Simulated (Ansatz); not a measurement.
**Rh in Ansatz: the effect of target pressure**

Rh:

```
CELL_PARAMETERS angstrom
0.00000 1.89785 1.89785
1.89785 0.00000 1.89785
1.89785 1.89785 0.00000
ATOMIC_POSITIONS crystal
Rh 0.00000 0.00000 0.00000
```

Alike in all runs:

```yaml
Program: Ansatz 0.2.0
Task: relaxation of cell and atoms
Functional: PBEsol
Potentials_or_basis: all-electron LAPW, scalar-relativistic
Basis_error_allowed: 0.001 eV/atom
k_mesh: 12 × 12 × 12
Occupations: fermi-dirac, width 0.05 eV
Spin: no spin polarisation
```

Each run relaxes the cell or the atoms first.

One run gave: relaxed volume 13.28 Å³/atom. Which target pressure did it use?
A. 10 GPa
B. 5 GPa
C. 0 GPa
D. 30 GPa
E. 20 GPa

B.

```csv
target pressure,relaxed volume (Å³/atom)
0 GPa,13.49
5 GPa,13.28
10 GPa,13.08
20 GPa,12.73
30 GPa,12.43
```
